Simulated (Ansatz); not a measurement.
## Band structure of BN

```
B N
1.0
     2.50399    0.00000    0.00000
    -1.25200    2.16852    0.00000
     0.00000    0.00000    6.66120
B N
2 2
Direct
  0.33333 0.66667 0.25000
  0.66667 0.33333 0.75000
  0.33333 0.66667 0.75000
  0.66667 0.33333 0.25000
```

Atoms are numbered in the order listed.

The cell is COD entry 9008997, as deposited and not checked against the literature; nothing was relaxed.

All numbers below come from DFT, PBEsol, all-electron LAPW, scalar-relativistic (Ansatz 0.2.0).

The runs use a Γ-centred 11×11×4 k mesh, Fermi–Dirac smearing of 0.02 eV, basis error target 1 meV/atom, no spin polarisation.

Points in fractions of the reciprocal vectors of this cell: Γ (0, 0, 0), M (0.5, 0, 0), K (0.333, 0.333, 0), A (0, 0, 0.5), L (0.5, 0, 0.5), H (0.333, 0.333, 0.5). The path joins them by straight lines in the order Γ–M–K–Γ–A–L–H–A–L; legs that retrace an earlier one aren't tabulated. Energies are in eV from the top of the valence band.

Metal or insulator at this level of theory?

An insulator or semiconductor: gap 4.14 eV, indirect from the line K (0.333, 0.333, 0)–Γ to M (0.5, 0, 0).

Tabulate bands 8 to 14, counted from the lowest band of the run, along the path.


```json
{"k (1/Å)": "0.00", "point": "Γ", "band 8": "-4.17", "band 9": "-1.35", "band 10": "-1.35", "band 11": "-1.32", "band 12": "-1.32", "band 13": "5.00", "band 14": "10.10"}
{"k (1/Å)": "0.21", "point": "", "band 8": "-4.05", "band 9": "-1.77", "band 10": "-1.74", "band 11": "-1.55", "band 12": "-1.51", "band 13": "5.18", "band 14": "10.04"}
{"k (1/Å)": "0.41", "point": "", "band 8": "-3.68", "band 9": "-2.87", "band 10": "-2.83", "band 11": "-2.05", "band 12": "-2.00", "band 13": "5.68", "band 14": "9.80"}
{"k (1/Å)": "0.62", "point": "", "band 8": "-4.34", "band 9": "-4.29", "band 10": "-3.09", "band 11": "-2.68", "band 12": "-2.63", "band 13": "6.40", "band 14": "9.19"}
{"k (1/Å)": "0.83", "point": "", "band 8": "-5.86", "band 9": "-4.20", "band 10": "-3.28", "band 11": "-3.23", "band 12": "-2.32", "band 13": "7.31", "band 14": "7.93"}
{"k (1/Å)": "1.03", "point": "", "band 8": "-7.32", "band 9": "-3.77", "band 10": "-3.71", "band 11": "-3.12", "band 12": "-1.46", "band 13": "6.20", "band 14": "7.18"}
{"k (1/Å)": "1.24", "point": "", "band 8": "-8.44", "band 9": "-4.08", "band 10": "-4.01", "band 11": "-2.05", "band 12": "-0.74", "band 13": "4.74", "band 14": "6.04"}
{"k (1/Å)": "1.45", "point": "M", "band 8": "-8.89", "band 9": "-4.18", "band 10": "-4.12", "band 11": "-1.50", "band 12": "-0.48", "band 13": "4.14", "band 14": "5.54"}
{"k (1/Å)": "1.57", "point": "", "band 8": "-8.87", "band 9": "-4.31", "band 10": "-4.25", "band 11": "-1.46", "band 12": "-0.46", "band 13": "4.16", "band 14": "5.53"}
{"k (1/Å)": "1.69", "point": "", "band 8": "-8.79", "band 9": "-4.69", "band 10": "-4.62", "band 11": "-1.35", "band 12": "-0.38", "band 13": "4.23", "band 14": "5.49"}
{"k (1/Å)": "1.81", "point": "", "band 8": "-8.66", "band 9": "-5.23", "band 10": "-5.16", "band 11": "-1.17", "band 12": "-0.28", "band 13": "4.33", "band 14": "5.42"}
{"k (1/Å)": "1.93", "point": "", "band 8": "-8.48", "band 9": "-5.85", "band 10": "-5.78", "band 11": "-0.93", "band 12": "-0.15", "band 13": "4.45", "band 14": "5.31"}
{"k (1/Å)": "2.05", "point": "", "band 8": "-8.26", "band 9": "-6.47", "band 10": "-6.40", "band 11": "-0.65", "band 12": "-0.05", "band 13": "4.56", "band 14": "5.14"}
{"k (1/Å)": "2.17", "point": "", "band 8": "-8.03", "band 9": "-6.96", "band 10": "-6.92", "band 11": "-0.37", "band 12": "-0.02", "band 13": "4.65", "band 14": "4.94"}
{"k (1/Å)": "2.29", "point": "K", "band 8": "-7.90", "band 9": "-7.16", "band 10": "-7.16", "band 11": "-0.13", "band 12": "-0.13", "band 13": "4.76", "band 14": "4.76"}
{"k (1/Å)": "2.52", "point": "", "band 8": "-7.97", "band 9": "-6.62", "band 10": "-6.59", "band 11": "-0.90", "band 12": "-0.06", "band 13": "4.83", "band 14": "5.29"}
{"k (1/Å)": "2.76", "point": "", "band 8": "-7.41", "band 9": "-5.66", "band 10": "-5.61", "band 11": "-2.18", "band 12": "-0.74", "band 13": "5.81", "band 14": "6.34"}
{"k (1/Å)": "3.00", "point": "", "band 8": "-6.25", "band 9": "-4.54", "band 10": "-4.49", "band 11": "-3.53", "band 12": "-1.77", "band 13": "7.43", "band 14": "7.65"}
{"k (1/Å)": "3.24", "point": "", "band 8": "-4.75", "band 9": "-4.70", "band 10": "-3.39", "band 11": "-3.34", "band 12": "-2.75", "band 13": "6.89", "band 14": "8.87"}
{"k (1/Å)": "3.48", "point": "", "band 8": "-3.52", "band 9": "-3.20", "band 10": "-3.18", "band 11": "-2.35", "band 12": "-2.31", "band 13": "5.89", "band 14": "9.67"}
{"k (1/Å)": "3.72", "point": "", "band 8": "-4.01", "band 9": "-1.89", "band 10": "-1.86", "band 11": "-1.62", "band 12": "-1.58", "band 13": "5.24", "band 14": "10.02"}
{"k (1/Å)": "3.96", "point": "Γ", "band 8": "-4.17", "band 9": "-1.35", "band 10": "-1.35", "band 11": "-1.32", "band 12": "-1.32", "band 13": "5.00", "band 14": "10.10"}
{"k (1/Å)": "4.03", "point": "", "band 8": "-4.21", "band 9": "-1.35", "band 10": "-1.35", "band 11": "-1.32", "band 12": "-1.32", "band 13": "5.06", "band 14": "10.01"}
{"k (1/Å)": "4.09", "point": "", "band 8": "-4.31", "band 9": "-1.35", "band 10": "-1.35", "band 11": "-1.32", "band 12": "-1.32", "band 13": "5.24", "band 14": "9.77"}
{"k (1/Å)": "4.16", "point": "", "band 8": "-4.47", "band 9": "-1.35", "band 10": "-1.35", "band 11": "-1.32", "band 12": "-1.32", "band 13": "5.53", "band 14": "9.41"}
{"k (1/Å)": "4.23", "point": "", "band 8": "-4.67", "band 9": "-1.35", "band 10": "-1.35", "band 11": "-1.32", "band 12": "-1.32", "band 13": "5.90", "band 14": "8.97"}
{"k (1/Å)": "4.29", "point": "", "band 8": "-4.89", "band 9": "-1.34", "band 10": "-1.34", "band 11": "-1.33", "band 12": "-1.33", "band 13": "6.35", "band 14": "8.46"}
{"k (1/Å)": "4.36", "point": "", "band 8": "-5.13", "band 9": "-1.34", "band 10": "-1.34", "band 11": "-1.33", "band 12": "-1.33", "band 13": "6.85", "band 14": "7.93"}
{"k (1/Å)": "4.43", "point": "A", "band 8": "-5.37", "band 9": "-1.34", "band 10": "-1.34", "band 11": "-1.34", "band 12": "-1.34", "band 13": "7.38", "band 14": "7.38"}
{"k (1/Å)": "4.64", "point": "", "band 8": "-5.24", "band 9": "-1.75", "band 10": "-1.75", "band 11": "-1.53", "band 12": "-1.53", "band 13": "7.52", "band 14": "7.52"}
{"k (1/Å)": "4.84", "point": "", "band 8": "-4.85", "band 9": "-2.84", "band 10": "-2.84", "band 11": "-2.03", "band 12": "-2.03", "band 13": "7.83", "band 14": "7.83"}
{"k (1/Å)": "5.05", "point": "", "band 8": "-4.43", "band 9": "-4.09", "band 10": "-4.09", "band 11": "-2.65", "band 12": "-2.65", "band 13": "8.09", "band 14": "8.09"}
{"k (1/Å)": "5.26", "point": "", "band 8": "-5.90", "band 9": "-3.34", "band 10": "-3.34", "band 11": "-3.25", "band 12": "-3.25", "band 13": "7.71", "band 14": "7.71"}
{"k (1/Å)": "5.46", "point": "", "band 8": "-7.36", "band 9": "-3.74", "band 10": "-3.74", "band 11": "-2.35", "band 12": "-2.35", "band 13": "6.47", "band 14": "6.47"}
{"k (1/Å)": "5.67", "point": "", "band 8": "-8.49", "band 9": "-4.04", "band 10": "-4.04", "band 11": "-1.41", "band 12": "-1.41", "band 13": "5.19", "band 14": "5.19"}
{"k (1/Å)": "5.88", "point": "L", "band 8": "-8.93", "band 9": "-4.15", "band 10": "-4.15", "band 11": "-0.97", "band 12": "-0.97", "band 13": "4.61", "band 14": "4.61"}
{"k (1/Å)": "6.00", "point": "", "band 8": "-8.91", "band 9": "-4.28", "band 10": "-4.28", "band 11": "-0.94", "band 12": "-0.94", "band 13": "4.62", "band 14": "4.62"}
{"k (1/Å)": "6.12", "point": "", "band 8": "-8.83", "band 9": "-4.65", "band 10": "-4.65", "band 11": "-0.84", "band 12": "-0.84", "band 13": "4.64", "band 14": "4.64"}
{"k (1/Å)": "6.24", "point": "", "band 8": "-8.70", "band 9": "-5.20", "band 10": "-5.20", "band 11": "-0.69", "band 12": "-0.69", "band 13": "4.67", "band 14": "4.67"}
{"k (1/Å)": "6.36", "point": "", "band 8": "-8.52", "band 9": "-5.82", "band 10": "-5.82", "band 11": "-0.50", "band 12": "-0.50", "band 13": "4.68", "band 14": "4.68"}
{"k (1/Å)": "6.48", "point": "", "band 8": "-8.31", "band 9": "-6.44", "band 10": "-6.44", "band 11": "-0.29", "band 12": "-0.29", "band 13": "4.65", "band 14": "4.65"}
{"k (1/Å)": "6.60", "point": "", "band 8": "-8.09", "band 9": "-6.95", "band 10": "-6.95", "band 11": "-0.12", "band 12": "-0.12", "band 13": "4.58", "band 14": "4.58"}
{"k (1/Å)": "6.71", "point": "H", "band 8": "-7.98", "band 9": "-7.17", "band 10": "-7.17", "band 11": "-0.04", "band 12": "-0.04", "band 13": "4.54", "band 14": "4.54"}
{"k (1/Å)": "6.95", "point": "", "band 8": "-8.02", "band 9": "-6.61", "band 10": "-6.61", "band 11": "-0.44", "band 12": "-0.44", "band 13": "4.87", "band 14": "4.87"}
{"k (1/Å)": "7.19", "point": "", "band 8": "-7.43", "band 9": "-5.64", "band 10": "-5.64", "band 11": "-1.49", "band 12": "-1.49", "band 13": "5.91", "band 14": "5.91"}
{"k (1/Å)": "7.43", "point": "", "band 8": "-6.26", "band 9": "-4.52", "band 10": "-4.52", "band 11": "-2.71", "band 12": "-2.71", "band 13": "7.27", "band 14": "7.27"}
{"k (1/Å)": "7.67", "point": "", "band 8": "-4.78", "band 9": "-3.81", "band 10": "-3.81", "band 11": "-3.36", "band 12": "-3.36", "band 13": "8.14", "band 14": "8.14"}
{"k (1/Å)": "7.91", "point": "", "band 8": "-4.68", "band 9": "-3.17", "band 10": "-3.17", "band 11": "-2.33", "band 12": "-2.33", "band 13": "7.96", "band 14": "7.96"}
{"k (1/Å)": "8.15", "point": "", "band 8": "-5.20", "band 9": "-1.87", "band 10": "-1.87", "band 11": "-1.60", "band 12": "-1.60", "band 13": "7.56", "band 14": "7.56"}
{"k (1/Å)": "8.39", "point": "A", "band 8": "-5.37", "band 9": "-1.34", "band 10": "-1.34", "band 11": "-1.34", "band 12": "-1.34", "band 13": "7.38", "band 14": "7.38"}
```

Kohn–Sham gaps of semilocal functionals usually fall short of measured ones.
